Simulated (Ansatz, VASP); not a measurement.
# Two plane-wave programs on In

```xyz
1
Lattice="3.0451 0.0000 0.0000 0.0000 3.0451 0.0000 0.0000 0.0000 3.0451" Properties=species:S:1:pos:R:3 pbc="T T T"
In    0.0000    0.0000    0.0000
```

The cell was built by a generator and needn't be a form met in nature.

Alike in both runs: task relaxation of cell and atoms; functional RPBE; k mesh 10 × 10 × 10; occupations fermi-dirac, width 0.1 eV; no spin polarisation.

```csv
,VASP,Ansatz
version,VASP 6.6.1,Ansatz 0.2.0
potentials or method,"VASP PAW PBE potentials, release 64 (In_d)","plane waves (420 eV) with PAW, scalar-relativistic"
plane-wave cutoff (eV),600,420
valence electrons in the cell,13,13
```

|  | VASP | Ansatz | Ansatz less VASP |
| --- | --- | --- | --- |
| relaxed volume (Å³/atom) | 31.04 | 31.03 | -0.008 |
| relaxed cell length with the largest relative difference (Å) | 3.143 | 3.142 | -0.0003 |
| energy change over the relaxation (meV/atom) | -26 | -26 | +0.1 |

Caveats: the PAW data sets were made with another functional, which shifts forces and pressure a little (VASP).
